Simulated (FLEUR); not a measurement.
# FeO (Wuestite) (R-3m) in FLEUR: settings compared

Aim: see how the results for FeO (Wuestite) move with the level of theory and the settings. Levels: PBE, LDA. Tasks: band structure, equation of state.

All numbers are computed with FLEUR MaX-R8.1 (later development tree); they aren't measurements. Logs are shortened: lines on timing, memory, paths and dates and some standing lists are left out, and cuts for length are marked.

### 1 The structure

It takes space group R-3m (No. 166, trigonal). The conventional cell has a = 3.038 Å, b = 3.038 Å, c = 7.559 Å, α = 90.00°, β = 90.00°, γ = 120.00°. Fe (site symmetry -3m) has 6 O at 2.16 Å as nearest neighbours. O (site symmetry -3m) is surrounded by 6 Fe at 2.16 Å.

### 2 Band structure, PBE, collinear spin, ferromagnetic start

inp.xml reads:

```xml
<?xml version="1.0" encoding="UTF-8" standalone="no"?>
<fleurInput fleurInputVersion="0.39">
   <comment>
      FeO                                                                                                 
   </comment>
   <calculationSetup>
      <cutoffs Kmax="4.58" Gmax="14.2" GmaxXC="14.2" numbands="0"/>
      <scfLoop itmax="60" minDistance="0.00001" maxIterBroyd="15" imix="Anderson" alpha="0.05" precondParam="0.0" spinf="2.0" sdNocoIR="T"/>
      <coreElectrons ctail="T" frcor="F" kcrel="0" coretail_lmax="0"/>
      <xcFunctional name="pbe" relativisticCorrections="F"/>
      <magnetism jspins="2"/>
      <soc l_soc="F" theta="0.0" phi="0.0" spav="F"/>
      <expertModes spex="0" secvar="F"/>
      <geometryOptimization l_f="F" forcealpha="1.0" forcemix="BFGS" epsdisp="0.00001" epsforce="0.00001"/>
      <ldaU l_linMix="F" mixParam="0.05" spinf="1.0"/>
   </calculationSetup>
   <cell>
      <bzIntegration valenceElectrons="22.0" mode="hist" fermiSmearingEnergy="0.00183747">
         <kPointListSelection listName="default-1"/>
         <!-- k-points included here -->
         <xi:include xmlns:xi="http://www.w3.org/2001/XInclude" href="kpts.xml"> </xi:include>
      </bzIntegration>
      <!-- symmetry operations included here -->
      <xi:include xmlns:xi="http://www.w3.org/2001/XInclude" href="sym.xml"> </xi:include>
      <bulkLattice scale="1.0">
[... 31 lines left out ...]
            <stateOccupation state="(2p3/2)" spinUp="1.333333" spinDown="1.333333"/>
         </electronConfig>
         <energyParameters s="2" p="2" d="3" f="4"/>
         <lo type="SCLO" l="0" n="2" eDeriv="2"/>
         <lo type="SCLO" l="1" n="2" eDeriv="2"/>
         <lo type="SCLO" l="2" n="3" eDeriv="2"/>
      </species>
   </atomSpecies>
   <atomGroups>
      <atomGroup species="Iron (Fe) 3.000">
         <relPos label="                   1">.0000000000 .0000000000 .0000000000</relPos>
         <force calculate="T" relaxXYZ="TTT"/>
      </atomGroup>
      <atomGroup species="Oxygen (O)">
         <relPos label="                   2">1.000/2.000 1.000/2.000 1.000/2.000</relPos>
         <force calculate="T" relaxXYZ="TTT"/>
      </atomGroup>
   </atomGroups>
   <output dos="F" band="F" slice="F">
      <checks vchk="F" cdinf="F"/>
      <bandDOS minEnergy="-.5*Htr" maxEnergy="0.5*Htr" sigma="0.015" storeEVData="T"/>
      <vacuumDOS vacdos="F" integ="F" star="F" nstars="0" locx1="0.0" locy1="0.0" locx2="0.0" locy2="0.0" nstm="0" tworkf="0.0"/>
      <unfoldingBand unfoldBand="F" supercellX="1" supercellY="1" supercellZ="1"/>
      <plotting iplot="0" polar="F">
         <plot TwoD="T" vec1="  1.0  0.0  0.0" vec2="  0.0  1.0  0.0" vec3="  0.0  0.0  1.0" zero="  0.0  0.0  0.0" file="plot"/>
      </plotting>
      <chargeDensitySlicing numkpt="0" minEigenval="0.0" maxEigenval="0.0" nnne="0" pallst="F"/>
      <specialOutput eonly="F"/>
      <moessbauerParams electricFieldGradient="T" isomerShift="T" coreHyperfine="T" valenceHyperfine="T"/>
      <magneticCircularDichroism mcd="F" energyLo="-10.0" energyUp="0.0"/>
   </output>
  <!-- We include the file relax.xml here to enable relaxations (see documentation) -->
  <xi:include xmlns:xi="http://www.w3.org/2001/XInclude" href="relax.xml"> <xi:fallback/> </xi:include>
</fleurInput>
```

crystal.txt reads:

```
FeO
&input cartesian=F /
1.5188209023  0.8768916568  2.5195772846
-1.5188209023  0.8768916568  2.5195772846
0.0000000000  -1.7537833136  2.5195772846
1.8897261246
1.0 1.0 1.0

2
26 0.0000000000  0.0000000000  0.0000000000 : 3.000
8 0.5000000000  0.5000000000  0.5000000000

&kpt div1=11 div2=11 div3=11 gamma=T /
```

inp.xml (bands) reads:

```
<?xml version="1.0" encoding="UTF-8" standalone="no"?>
<fleurInput fleurInputVersion="0.39">
   <comment>
      FeO                                                                                                 
   </comment>
   <calculationSetup>
      <cutoffs Kmax="4.58" Gmax="14.2" GmaxXC="14.2" numbands="0"/>
      <scfLoop itmax="60" minDistance="0.00001" maxIterBroyd="15" imix="Anderson" alpha="0.05" precondParam="0.0" spinf="2.0" sdNocoIR="T"/>
      <coreElectrons ctail="T" frcor="F" kcrel="0" coretail_lmax="0"/>
      <xcFunctional name="pbe" relativisticCorrections="F"/>
      <magnetism jspins="2"/>
      <soc l_soc="F" theta="0.0" phi="0.0" spav="F"/>
      <expertModes spex="0" secvar="F"/>
      <geometryOptimization l_f="F" forcealpha="1.0" forcemix="BFGS" epsdisp="0.00001" epsforce="0.00001"/>
      <ldaU l_linMix="F" mixParam="0.05" spinf="1.0"/>
   </calculationSetup>
   <cell>
      <bzIntegration valenceElectrons="22.0" mode="hist" fermiSmearingEnergy="0.00183747">
         <kPointListSelection listName="path-1"/>
         <!-- k-points included here -->
         <xi:include xmlns:xi="http://www.w3.org/2001/XInclude" href="kpts.xml"> </xi:include>
      </bzIntegration>
      <!-- symmetry operations included here -->
      <xi:include xmlns:xi="http://www.w3.org/2001/XInclude" href="sym.xml"> </xi:include>
      <bulkLattice scale="1.0">
         <bravaisMatrix>
[... 30 lines left out ...]
            <stateOccupation state="(2p3/2)" spinUp="1.333333" spinDown="1.333333"/>
         </electronConfig>
         <energyParameters s="2" p="2" d="3" f="4"/>
         <lo type="SCLO" l="0" n="2" eDeriv="2"/>
         <lo type="SCLO" l="1" n="2" eDeriv="2"/>
         <lo type="SCLO" l="2" n="3" eDeriv="2"/>
      </species>
   </atomSpecies>
   <atomGroups>
      <atomGroup species="Iron (Fe) 3.000">
         <relPos label="                   1">.0000000000 .0000000000 .0000000000</relPos>
         <force calculate="T" relaxXYZ="TTT"/>
      </atomGroup>
      <atomGroup species="Oxygen (O)">
         <relPos label="                   2">1.000/2.000 1.000/2.000 1.000/2.000</relPos>
         <force calculate="T" relaxXYZ="TTT"/>
      </atomGroup>
   </atomGroups>
   <output dos="F" band="T" slice="F">
      <checks vchk="F" cdinf="F"/>
      <bandDOS minEnergy="-.5*Htr" maxEnergy="0.5*Htr" sigma="0.015" storeEVData="T"/>
      <vacuumDOS vacdos="F" integ="F" star="F" nstars="0" locx1="0.0" locy1="0.0" locx2="0.0" locy2="0.0" nstm="0" tworkf="0.0"/>
      <unfoldingBand unfoldBand="F" supercellX="1" supercellY="1" supercellZ="1"/>
      <plotting iplot="0" polar="F">
         <plot TwoD="T" vec1="  1.0  0.0  0.0" vec2="  0.0  1.0  0.0" vec3="  0.0  0.0  1.0" zero="  0.0  0.0  0.0" file="plot"/>
      </plotting>
      <chargeDensitySlicing numkpt="0" minEigenval="0.0" maxEigenval="0.0" nnne="0" pallst="F"/>
      <specialOutput eonly="F"/>
      <moessbauerParams electricFieldGradient="T" isomerShift="T" coreHyperfine="T" valenceHyperfine="T"/>
      <magneticCircularDichroism mcd="F" energyLo="-10.0" energyUp="0.0"/>
   </output>
  <!-- We include the file relax.xml here to enable relaxations (see documentation) -->
  <xi:include xmlns:xi="http://www.w3.org/2001/XInclude" href="relax.xml"> <xi:fallback/> </xi:include>
</fleurInput>
```

Potentials or basis: all-electron, FLAPW.

On the command line:

```bash
$ inpgen -f crystal.txt -profile fastHighL
$ # inp.xml edited to the form shown
$ fleur_MPI
$ fleur_MPI   # second run, on inp.xml (bands)
```

Log:

```text
Welcome to FLEUR        (www.flapw.de)
      MaX-Release 8.1          (www.max-centre.eu)

 ========== k-point set info ==========
 Selected k-point list: default-1
 k-point list type: mesh
 11 x 11 x 11
 Number of k points: 146

 ------------Calculation Setup---------------------------
 Number of MPI-tasks      :            1
 Number of PE/node        :            1
 Number of OMP-threads    :            1
 Most efficient MPI parallelization for:
           1           2          73         146
 Additional eigenvalue parallelization possible
 Number of basis functions:          305
 Approximate size of matrices (H+S) per k-point:         0.001 GB
 --------------------------------------------------------
 Iteration:     1   Distance:      27.99772564 me/bohr^3
 Iteration:     2   Distance:      26.54097121 me/bohr^3
 Iteration:     3   Distance:      12.23500770 me/bohr^3
 Iteration:     4   Distance:      18.66594869 me/bohr^3
 Iteration:     5   Distance:       9.56592128 me/bohr^3
 Iteration:     6   Distance:       3.90587159 me/bohr^3
 Iteration:     7   Distance:       2.79557854 me/bohr^3
 Iteration:     8   Distance:       1.24655671 me/bohr^3
 Iteration:     9   Distance:       0.48525735 me/bohr^3
 Iteration:    10   Distance:       0.06228628 me/bohr^3
 Iteration:    11   Distance:       0.05721299 me/bohr^3
 Iteration:    12   Distance:       0.02104790 me/bohr^3
 Iteration:    13   Distance:       0.03011851 me/bohr^3
 Iteration:    14   Distance:       0.00571084 me/bohr^3
 Iteration:    15   Distance:       0.00161617 me/bohr^3
 Iteration:    16   Distance:       0.00154676 me/bohr^3
 Iteration:    17   Distance:       0.00075509 me/bohr^3
 Iteration:    18   Distance:       0.00039477 me/bohr^3
 Iteration:    19   Distance:       0.00021916 me/bohr^3
 Iteration:    20   Distance:       0.00007142 me/bohr^3
 Iteration:    21   Distance:       0.00006835 me/bohr^3
 Iteration:    22   Distance:       0.00003314 me/bohr^3
 Iteration:    23   Distance:       0.00000596 me/bohr^3

 ********************************************************************
 Run finished successfully
 Stop message:
   all done
 ********************************************************************
```

It took 4.7 min on 1 thread of Arm Neoverse N1, shared host; peak memory 0.08 GiB.

What came out:

- Free energy: -36682.4016 eV
- Band gap along the path: none (metal or under the smearing width)
- Net moment: 4.00 μB per cell
- Site moments: Fe +3.60; O +0.31 μB
- Valence electrons inside the program's atomic spheres: Fe 14.19; O 5.27 (radii Fe 2.14, O 1.64 bohr)

Levels at the corners of the path, in eV from the Fermi level:
Spin up:
| point | band 9 | band 10 | band 11 | band 12 | band 13 | band 14 | band 15 | band 16 | band 17 | band 18 |
| --- | --- | --- | --- | --- | --- | --- | --- | --- | --- | --- |
| Γ | -3.85 | -3.83 | -3.83 | -3.68 | -3.68 | -0.03 | 15.19 | 16.62 | 17.03 | 17.03 |
| L | -3.09 | -3.03 | -2.49 | -0.38 | -0.35 | 3.94 | 8.40 | 12.22 | 12.43 | 19.26 |
| B1 | -3.04 | -3.02 | -2.93 | -2.79 | -1.75 | 7.31 | 8.80 | 8.95 | 11.63 | 19.58 |
| B | -3.04 | -3.02 | -2.93 | -2.79 | -1.75 | 7.31 | 8.80 | 8.95 | 11.63 | 19.58 |
| Z | -3.08 | -3.08 | -2.55 | -0.40 | -0.40 | 4.06 | 8.16 | 12.61 | 12.61 | 19.50 |
| Γ | -3.85 | -3.83 | -3.83 | -3.68 | -3.68 | -0.03 | 15.19 | 16.62 | 17.03 | 17.03 |
| X | -3.64 | -2.93 | -2.65 | -2.48 | -1.70 | 6.66 | 8.62 | 8.63 | 13.83 | 16.54 |
| Q | -3.64 | -2.93 | -2.65 | -2.48 | -1.70 | 6.66 | 8.62 | 8.63 | 13.83 | 16.54 |
| F | -4.78 | -3.29 | -2.82 | -2.79 | -2.79 | 5.15 | 8.60 | 10.68 | 14.43 | 14.65 |
| P1 | -3.69 | -2.92 | -2.65 | -2.50 | -1.75 | 6.64 | 8.50 | 8.77 | 14.07 | 16.28 |
| Z | -3.08 | -3.08 | -2.55 | -0.40 | -0.40 | 4.06 | 8.16 | 12.61 | 12.61 | 19.50 |
| L | -3.09 | -3.03 | -2.49 | -0.38 | -0.35 | 3.94 | 8.40 | 12.22 | 12.43 | 19.26 |
| P | -3.69 | -2.92 | -2.65 | -2.50 | -1.75 | 6.64 | 8.50 | 8.77 | 14.07 | 16.28 |
Spin down:
```tsv
point	band 5	band 6	band 7	band 8	band 9	band 10	band 11	band 12	band 13	band 14
Γ	-20.23	-3.39	-3.29	-3.29	-0.79	-0.70	-0.70	0.22	0.22	0.77
L	-19.03	-8.02	-5.25	-5.15	0.37	0.44	0.62	2.78	2.81	4.42
B1	-18.94	-6.15	-6.12	-5.57	-0.06	-0.03	0.75	1.08	1.83	8.64
B	-18.94	-6.15	-6.12	-5.57	-0.06	-0.03	0.75	1.08	1.83	8.64
Z	-19.08	-8.07	-5.11	-5.11	0.38	0.38	0.57	2.76	2.76	4.54
Γ	-20.23	-3.39	-3.29	-3.29	-0.79	-0.70	-0.70	0.22	0.22	0.77
X	-18.96	-6.53	-6.15	-4.94	-0.76	0.56	0.66	1.32	1.79	7.90
Q	-18.96	-6.53	-6.15	-4.94	-0.76	0.56	0.66	1.32	1.79	7.90
F	-19.04	-6.92	-4.54	-4.43	-2.12	0.74	0.75	0.78	1.16	6.49
P1	-18.97	-6.55	-6.15	-4.83	-0.84	0.57	0.68	1.31	1.75	7.90
Z	-19.08	-8.07	-5.11	-5.11	0.38	0.38	0.57	2.76	2.76	4.54
L	-19.03	-8.02	-5.25	-5.15	0.37	0.44	0.62	2.78	2.81	4.42
P	-18.97	-6.55	-6.15	-4.83	-0.84	0.57	0.68	1.31	1.75	7.90
```

Core levels (eV from the Fermi level):
| atom | levels |
| --- | --- |
| 1 Fe | 1s1/2 -6991.2, 2s1/2 -813.9, 2p1/2 -700.8, 2p3/2 -688.3 |
| 2 O | 1s1/2 -507.2 |

Caveat: a cell with one magnetic atom can't hold antiferromagnetic order, which such compounds often take; semilocal functionals often make such compounds metallic where correlation or magnetic order opens a gap, which also shifts bond lengths.

(Part 1 of 2 ends here.)
